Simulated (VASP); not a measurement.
## From VASP inputs to Ansatz: KI (distorted rocksalt)

INCAR

```
GGA = CA
LREAL = .FALSE.
ISIF = 2
NBANDS = 15
NSW = 0
SIGMA = 0.02
NELM = 120
ENCUT = 520
PREC = Accurate
LWAVE = .FALSE.
IBRION = -1
ISMEAR = -1
LCHARG = .FALSE.
EDIFF = 1E-7
LASPH = .TRUE.
```

KPOINTS

```
KPOINTS created by Atomic Simulation Environment
0
Gamma
6 6 6
0 0 0
```

POSCAR

```
K  I
 1.0000000000000000
    -0.0212000000000000    3.5345000000000000    3.6633000000000000
     3.3874000000000000    0.0593000000000000    3.5828000000000002
     3.4499000000000000    3.5165999999999999   -0.0033000000000000
 K   I
   1   1
Cartesian
  3.4595053800000000  3.5993890199999998  7.1268813399999997
  3.6527969299999996  3.4903391299999997  3.5926683700000002
```

VASP ran with the recommended LDA PAW datasets (16 valence electrons in the cell).

Translate these files to an Ansatz input.



```yaml
crystal:
  lattice:
    - [-0.0212, 3.5345, 3.6633]
    - [3.3874, 0.0593, 3.5828]
    - [3.4499, 3.5166, -0.0033]
  atoms:
    - { symbol: K, position: [0.9712, 0.9962, 0.0306] }
    - { symbol: I, position: [0.4514, 0.5417, 0.5297] }
kpoints:
  mp_grid: { grid: [6, 6, 6] }
hamiltonian:
  xc: lda
scf:
  occupations: { method: fermi_dirac, width: 0.02 }
  n_extra_bands: 4
output:
  forces: true
  stress: true
  eigenvalues: true
```

Other inputs would serve too.

|  | VASP | Ansatz |
| --- | --- | --- |
| gap between bands v and c on the k mesh | 3.60 eV | 3.59 eV |
| least direct gap on the k mesh | 3.60 eV | 3.59 eV |
| pressure | -0.9 GPa | -0.9 GPa |
| largest force | 0.24 eV/Å | 0.23 eV/Å |

Each program uses its own PAW datasets. VASP's cell holds 16 valence electrons and Ansatz's 26. LDA means the Perdew–Zunger form with relativistic exchange in VASP and the Perdew–Wang form in Ansatz. Ansatz's stress includes a Pulay correction; VASP's doesn't.
